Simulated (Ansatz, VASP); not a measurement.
Given: the input of a run of Ansatz 0.2.0 on AlNi.

input.yaml

```yaml
crystal:
  lattice:
    - [1.938694, -1.95319015, 0.0]
    - [1.938694, 1.95319015, 0.0]
    - [0.0, 0.0, 3.0994300413]
  atoms:
    - { symbol: Ni, position: [0.5, 0.5, 0.5] }
    - { symbol: Al, position: [0.0, 0.0, 0.0] }
kpoints:
  mp_grid: { grid: [10, 10, 9] }
scf:
  occupations: { method: fermi_dirac, width: 0.05 }
hamiltonian:
  xc: pbesol
  pseudopotentials: { kind: all_electron, lapw: { basis_error: 0.001 } }
output:
  forces: true
  stress: true
  eigenvalues: true
```

Potentials or basis: all-electron LAPW, scalar-relativistic.

Run with:

```sh
$ ansatz run input.yaml --threads 2 --pin off --max-ram 6144MiB --backend cpu --events-out ev --progress --plain --runs-dir out
```

Task: Translate it to VASP 6.6.1. Potentials there: VASP PAW PBE potentials, release 64 (Ni, Al).

Result: As run (the cutoff follows the program's own potentials):

File INCAR:

```
  ALGO = Normal
  EDIFF = 1E-6
  ENCUT = 520
  GGA = PS
  ISIF = 2
  ISMEAR = -1
  LASPH = T
  LCHARG = F
  LREAL = F
  LWAVE = F
  NBANDS = 14
  NELM = 80
  PREC = Accurate
  SIGMA = 0.05
```

Contents of KPOINTS:

```
k-points
0
Gamma
  10 10 9
```

POSCAR

```
AlNi
1.0
    1.9386940000     -1.9531901500      0.0000000000
    1.9386940000      1.9531901500      0.0000000000
    0.0000000000      0.0000000000      3.0994300413
Ni Al
1 1
Direct
    0.5000000000      0.5000000000      0.5000000000
    0.0000000000      0.0000000000      0.0000000000
```

Potentials or basis: VASP PAW PBE potentials, release 64 (Ni, Al).

Command:

```sh
$ cat potpaw_PBE.64/Ni/POTCAR potpaw_PBE.64/Al/POTCAR > POTCAR
$ mpirun -np 1 vasp_std > vasp.out
```

Both were run:

|  | VASP | Ansatz | Ansatz less VASP |
| --- | --- | --- | --- |
| gap on the k mesh at the Fermi level (eV) | none | none | - |
| pressure (GPa) | 0.7 | 0.4 | -0.26 |
| largest component of the traceless stress (GPa) | 4.85 | 4.70 | -0.149 |

A gap of «none» marks a metal or a gap that the smearing closes. Ansatz ran all-electron here, so the differences hold the error of VASP's frozen core and of both bases.

Caveats: the PAW data sets were made with another functional, which shifts forces and pressure a little (VASP). Spin polarisation is off, so any magnetic state and its effect on volume and gap are missing.
